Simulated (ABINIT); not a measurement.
Crystal: HgTe (Coloradoite).

```
CELL_PARAMETERS angstrom
0.00000 3.21450 3.21450
3.21450 0.00000 3.21450
3.21450 3.21450 0.00000
ATOMIC_POSITIONS crystal
Hg 0.00000 0.00000 0.00000
Te 0.75000 0.75000 0.75000
```

Base run:

* Program: ABINIT 10.8.3 (patched build)
* Functional: LDA
* Potentials or basis: PseudoDojo NC SR LDA v0.4.1 standard
* Cutoff: 952 eV
* k mesh: 5 × 5 × 5
* Occupations: fermi-dirac, width 0.05 eV
* Spin: no spin polarisation

Its results: band gap on the k mesh none (metal or under the smearing width); pressure 0.2 GPa.

The run is repeated on the same cell with these changes: functional from LDA to PBE; potentials or basis from PseudoDojo NC SR LDA v0.4.1 standard to SPMS NC PBE v1.0; cutoff from 952 eV to 707 eV. What comes out?

Band gap on the k mesh none (metal or under the smearing width); pressure 4.7 GPa.
